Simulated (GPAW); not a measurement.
# Optical response of NaH

Wanted: where NaH starts to absorb, how strongly, and its refractive index.

Main program and level: GPAW 26.7.0; DFT, LDA, plane-wave PAW (GPAW data sets), scalar-relativistic, RPA, optical limit.

Report form: the programs' logs are mostly left out.

### Step 1. The starting structure

The structure is cubic, space group Fm-3m (No. 225). Conventional cell: a = 4.880 Å, b = 4.880 Å, c = 4.880 Å, α = 90.00°, β = 90.00°, γ = 90.00°. Nearest to Na lie 6 H at 2.44 Å. Nearest to H lie 6 Na at 2.44 Å. Farther neighbours are not listed.

### Step 2. Ground state

First the ground state: is it a metal or has it a gap?

This step: DFT, LDA, plane-wave PAW (GPAW data sets), scalar-relativistic, ground state (GPAW 26.7.0).

gs.py reads:

```python
from ase import Atoms
from ase.dft.bandgap import bandgap
from gpaw import GPAW, PW, FermiDirac

atoms = Atoms(['Na', 'H'],
              cell=[[0.000000000000, 2.440000000000, 2.440000000000],
                    [2.440000000000, 0.000000000000, 2.440000000000],
                    [2.440000000000, 2.440000000000, 0.000000000000]],
              scaled_positions=[[0.000000000000, 0.000000000000, 0.000000000000],
                                [0.500000000000, 0.500000000000, 0.500000000000]],
              pbc=[True, True, True])
atoms.calc = GPAW(mode=PW(500), xc='LDA', kpts={'size': (8, 8, 8), 'gamma': True},
                  occupations=FermiDirac(0.05), maxiter=150, txt='gs.txt')
print('energy (eV)', atoms.get_potential_energy())
print('Fermi level (eV)', atoms.calc.get_fermi_level())
print('valence electrons', atoms.calc.get_number_of_electrons())
print('gap (eV)', bandgap(atoms.calc, output=None)[0])
print('direct gap (eV)', bandgap(atoms.calc, direct=True, output=None)[0])
atoms.calc.write('gs.gpw')
```

The run is started by

```bash
$ OMP_NUM_THREADS=1 python gs.py
```

The job ended after 4.2 s (1 thread of Arm Neoverse V1, shared host; peak memory 0.12 GiB).

Read-outs, printed or worked out from the files:

* energy: -5.387 eV
* Fermi energy: -0.1363 eV
* gap on the k-mesh: 3.365 eV
* direct gap on the mesh: 4.262 eV
* electrons: 8

There is a gap, 3.37 eV on this mesh (points off the mesh can give less), so no carriers' term is needed.

### Step 3. Bands for the response

At the fixed density, many empty bands are solved on the mesh of the response, since the spectrum sums over them.

This step: DFT, LDA, plane-wave PAW (GPAW data sets), scalar-relativistic, bands at fixed density (GPAW 26.7.0).

nscf.py reads:

```python
from ase.dft.bandgap import bandgap
from gpaw import GPAW, FermiDirac

calc = GPAW('gs.gpw').fixed_density(kpts={'size': (14, 14, 14), 'gamma': True}, nbands=27, convergence={'bands': 21},
                                    occupations=FermiDirac(0.001), txt='nscf.txt')
print('gap (eV)', bandgap(calc, output=None)[0])
print('direct gap (eV)', bandgap(calc, direct=True, output=None)[0])
print('top band over the Fermi level (eV)', min(calc.get_eigenvalues(kpt=k)[20] for k in range(len(calc.get_ibz_k_points()))) - calc.get_fermi_level())
calc.write('full.gpw', mode='all')
```

The run is started by

```bash
$ OMP_NUM_THREADS=1 python nscf.py
```

It took 32 s on 1 thread; peak memory 0.17 GiB.

This step gave:

| Quantity | Value |
| --- | --- |
| gap on the k-mesh | 3.375 eV |

### Step 4. Dielectric function, RPA

Local fields let the induced charge screen the field inside the cell, which as a rule lowers ε, most along directions where the density is uneven.

This step: DFT, LDA, plane-wave PAW (GPAW data sets), scalar-relativistic, RPA, optical limit (GPAW 26.7.0).

df.py reads:

```python
from gpaw.response.df import DielectricFunction

df = DielectricFunction('full.gpw', frequencies={'type': 'nonlinear', 'domega0': 0.03, 'omega2': 8},
                        ecut=30,
                        eta=0.1,
                        nbands=21,
                        txt='df.txt')
for direction in ['x']:
    df.get_dielectric_function(xc='RPA', direction=direction, filename=f'df_{direction}.csv')
```

The run is started by

```bash
$ OMP_NUM_THREADS=1 python df.py
```

The job ended after 5.4 s (1 thread; peak memory 0.17 GiB).

Numbers from this step:

| Quantity | Value |
| --- | --- |
| electronic dielectric constant ε∞, mean over x, y and z (by symmetry where fewer were run) | 3.068 |
| main peak of Im epsilon, first axis | 5.171 eV |
| centre of weight of the strongest loss peak in the window | 10.47 eV |

Some rows of df_x.csv (energy; Re and Im without local fields; Re and Im with them):

```text
0.000000, 3.405951, -0.000000, 3.067947, 0.000000
0.651243, 3.441310, 0.011058, 3.095796, 0.008700
1.347938, 3.566207, 0.025631, 3.193755, 0.020036
2.095014, 3.839988, 0.050209, 3.406335, 0.038714
2.898142, 4.435501, 0.107916, 3.859244, 0.080929
3.763875, 6.146242, 0.375010, 5.099692, 0.262873
4.699832, 7.213959, 9.233854, 6.567763, 5.854133
5.714917, -2.189827, 4.898156, -0.997077, 5.050987
6.819608, -1.452903, 1.310848, -1.325342, 1.499960
8.026317, -0.645351, 0.687047, -0.590401, 0.799994
9.349861, 0.045965, 0.666387, 0.176916, 0.680575
10.808071, 0.100804, 0.539141, 0.260729, 0.653839
12.422601, 0.411599, 0.217997, 0.449087, 0.256861
14.220012, 0.528568, 0.168231, 0.563936, 0.229245
16.233242, 0.673452, 0.094629, 0.685251, 0.133742
18.503643, 0.784379, 0.038097, 0.780209, 0.051458
21.083856, 0.833731, 0.099331, 0.898928, 0.149995
24.041937, 0.905816, 0.034001, 0.879591, 0.083735
27.467452, 0.902762, 0.137051, 0.889260, 0.129064
```

The Im ε, E ∥ x has structure finer than the step of the table below, so its rows give means over 1 eV, whole bins alone (the curve runs from 0 to 29.9 eV). Peaks (eV: height): 5.2: 9.37, 6.5: 4.00.

Values under the direct gap are tails of Lorentzian lines. Table of Im ε, E ∥ x by photon energy; means over each step:

| photon energy (eV) | Im ε, E ∥ x |
| --- | --- |
| 1 | 0.0142 |
| 2 | 0.0368 |
| 3 | 0.0969 |
| 4 | 1.01 |
| 5 | 7.04 |
| 6 | 4.07 |
| 7 | 2.06 |
| 8 | 1.15 |
| 9 | 0.838 |
| 10 | 0.629 |
| 11 | 0.495 |
| 12 | 0.356 |
| 13 | 0.293 |
| 14 | 0.250 |
| 15 | 0.198 |
| 16 | 0.130 |
| 17 | 0.114 |
| 18 | 0.0774 |
| 19 | 0.0649 |
| 20 | 0.0706 |
| 21 | 0.132 |
| 22 | 0.110 |
| 23 | 0.0900 |
| 24 | 0.0778 |
| 25 | 0.0675 |
| 26 | 0.0829 |
| 27 | 0.135 |
| 28 | 0.0945 |
| 29 | 0.0939 |

The Re ε, E ∥ x by photon energy:

```csv
photon energy (eV),"Re ε, E ∥ x"
0,3.07
1,3.14
2,3.37
3,3.95
4,5.89
5,5.09
6,-1.25
7,-0.142
8,-0.626
9,-0.0374
10,0.141
11,0.221
12,0.381
13,0.484
14,0.510
15,0.549
16,0.676
17,0.706
18,0.753
19,0.837
20,0.873
21,0.902
22,0.865
23,0.878
24,0.883
25,0.922
26,0.962
27,0.945
28,0.914
29,0.918
```

The reflectivity at normal incidence, E ∥ x has structure finer than the step of the table below, so its rows give means over 1 eV, whole bins alone (the curve runs from 0 to 29.9 eV). Peaks (eV: height): 5.6: 39.2, 6.8: 45.9, 7.2: 32.1, 8.0: 37.9, 8.7: 30.4, 10.1: 17.4, 11.0: 12.9.

Reflectivity at normal incidence, E ∥ x against photon energy; means over each step:

```csv
photon energy (eV),"reflectivity at normal incidence, E ∥ x (%)"
1,7.76
2,8.74
3,11.1
4,18.3
5,32.2
6,33.6
7,32.9
8,25.1
9,19.8
10,12.7
11,8.88
12,6.03
13,3.88
14,2.38
15,2.21
16,1.14
17,0.846
18,0.538
19,0.274
20,0.150
21,0.207
22,0.241
23,0.162
24,0.132
25,0.0775
26,0.0585
27,0.151
28,0.119
29,0.101
```

The loss function −Im 1/ε at q → 0, E ∥ x has structure finer than the step of the table below, so its rows give means over 1 eV, whole bins alone (the curve runs from 0 to 29.9 eV). Peaks (eV: height): 8.1: 1.57, 9.2: 1.53, 9.8: 1.54, 10.2: 1.99, 11.0: 1.88, 13.2: 1.30, 14.0: 0.909.

Values under the direct gap are tails of Lorentzian lines. The loss function −Im 1/ε at q → 0, E ∥ x by energy loss; means over each step:

energy loss (eV), loss function −Im 1/ε at q → 0, E ∥ x and a bar:
```
        1       0.00 
        2       0.00 
        3       0.01 
        4       0.02 
        5       0.10 ##
        6       0.25 #####
        7       0.44 #########
        8       0.83 #################
        9       1.21 #########################
       10       1.47 ##############################
       11       1.47 ##############################
       12       1.25 ##########################
       13       0.87 ##################
       14       0.61 #############
       15       0.52 ###########
       16       0.28 ######
       17       0.22 ####
       18       0.13 ###
       19       0.09 ##
       20       0.09 ##
       21       0.16 ###
       22       0.15 ###
       23       0.12 ##
       24       0.10 ##
       25       0.08 ##
       26       0.09 ##
       27       0.15 ###
       28       0.11 ##
       29       0.11 ##
```

The Im ε, E ∥ x has structure finer than the step of the table below, so its rows give means over 1 eV, whole bins alone (the curve runs from 0 to 29.9 eV). Peaks (eV: height): without local fields 5.1: 12.0, 6.4: 3.88; with local fields 5.2: 9.37, 6.5: 4.00.

Values under the direct gap are tails of Lorentzian lines. The Im ε, E ∥ x by photon energy; means over each step:

```
photon energy (eV)  without local fields  with local fields
                 1                0.0182             0.0142
                 2                0.0478             0.0368
                 3                 0.131             0.0969
                 4                  1.59               1.01
                 5                  9.43               7.04
                 6                  3.96               4.07
                 7                  1.84               2.06
                 8                  1.07               1.15
                 9                 0.742              0.838
                10                 0.563              0.629
                11                 0.425              0.495
                12                 0.291              0.356
                13                 0.234              0.293
                14                 0.198              0.250
                15                 0.127              0.198
                16                0.0924              0.130
                17                0.0774              0.114
                18                0.0540             0.0774
                19                0.0538             0.0649
                20                0.0665             0.0706
                21                0.0928              0.132
                22                0.0524              0.110
                23                0.0443             0.0900
                24                0.0342             0.0778
                25                0.0305             0.0675
                26                0.0746             0.0829
                27                 0.144              0.135
                28                0.0977             0.0945
                29                0.0868             0.0939
```

Optical constants at common wavelengths, from n + ik = √ε:

```
wavelength (nm)     n      k  R (%)     1/α
           1064  1.78  0.005    7.8   18 µm
            800  1.80  0.007    8.2  9.5 µm
            532  1.87  0.013    9.2  3.3 µm
            450  1.94  0.018   10.2  2.0 µm
            405  2.00  0.024   11.1  1.3 µm
            308  2.45  0.102   17.8  239 nm
            248  2.66  1.411   30.9   14 nm
```

Below the direct gap, k and the depth come from the tails of the Lorentzian lines, not from transitions.

Rows near the edge hang on the gap, which this functional as a rule makes too small, and phonon-assisted absorption is left out.

### Step 5. What came out

```
electronic dielectric constant ε∞, mean over x, y and z (by symmetry where fewer were run) (RPA) : 3.07
main peak of Im epsilon, first axis                                                              : 5.17 eV
centre of weight of the strongest loss peak in the window, first axis                            : 10.5 eV
```

At this level (LDA, RPA) NaH has ε∞ = 3.07 and n = 1.76 at 1550 nm, and Im ε peaks at 5.2 eV. On the mesh the gap is 3.38 eV and the least direct gap 4.26 eV, so on this mesh the band edges lie at different points. Local fields change the static value along x from 3.41 to 3.07 (-10 %). Distinct maxima of Im ε, read by a parabola through the highest points, lie at 5.17 eV (9.4), 6.52 eV (4.0), 7.11 eV (2.3) and 8.52 eV (1.6). Excitons and phonon-assisted transitions are missing; LDA gaps are as a rule too small, which pulls the onset down and ε∞ up. The sum runs over mesh points, so small or evenly spaced maxima can still be ripples of the mesh.

[Machine, clock and banner lines and Python warnings are left out of the logs.]

[Logs are printed without paths, hosts, clocks, repeated set-up lines and the standing remarks that a program may print on its own settings, such as how far it seeks lower states.]

[Hosts, paths, dates, database ids (printed as entryN), source tags and the programs' standing remarks are cut or masked in the printed files.]
